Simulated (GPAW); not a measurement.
Ir:

```xyz
2
Lattice="2.7514 0.0000 0.0000 -1.3757 2.3828 0.0000 0.0000 0.0000 4.4623" Properties=species:S:1:pos:R:3 pbc="T T T"
Ir    0.0000    1.5885    1.1156
Ir    1.3757    0.7943    3.3467
```

This isn't the form of Ir at room conditions, which is fcc.

- Program: GPAW 26.7.0
- Task: relaxation of cell and atoms
- Functional: PBEsol
- Dispersion: D4
- Potentials or basis: PAW data sets generated in the run's folder for this functional
- Cutoff: 600 eV
- Basis: pw
- k mesh: 8 × 8 × 5
- Occupations: fermi-dirac, width 0.05 eV
- Spin: no spin polarisation

At the start: pressure -17.7 GPa; volume 14.63 Å³/atom.

Question: Where does the relaxation end?

Answer: Over 6 steps the energy falls by 41.8 meV/atom and the volume is 13.91 Å³/atom (-4.9 %); space group P6_3/mmc (No. 194, to 0.05 Å).

The path:
```tsv
step	energy change (eV)	largest force (eV/Å)	pressure (GPa)	volume (Å³)
1	0.0000	0.0000	-17.69	29.25
2	-0.0748	0.0000	-6.11	28.26
3	-0.0834	0.0000	0.54	27.77
4	-0.0835	0.0000	0.01	27.81
5	-0.0835	0.0000	-0.07	27.82
6	-0.0836	0.0000	-0.06	27.81
```

Final structure:
```cif
data_structure
_symmetry_space_group_name_H-M 'P 1'
_symmetry_Int_Tables_number 1
_cell_length_a 2.7090
_cell_length_b 2.7090
_cell_length_c 4.3765
_cell_angle_alpha 90.000
_cell_angle_beta 90.000
_cell_angle_gamma 120.000
_cell_volume 27.81
loop_
_atom_site_label
_atom_site_type_symbol
_atom_site_fract_x
_atom_site_fract_y
_atom_site_fract_z
_atom_site_occupancy
Ir1 Ir 0.33333 0.66667 0.25000 1
Ir2 Ir 0.66667 0.33333 0.75000 1
```

Caveat: later steps reuse the first step's grids; pairwise dispersion overbinds metals, which lowers pressure and volume.
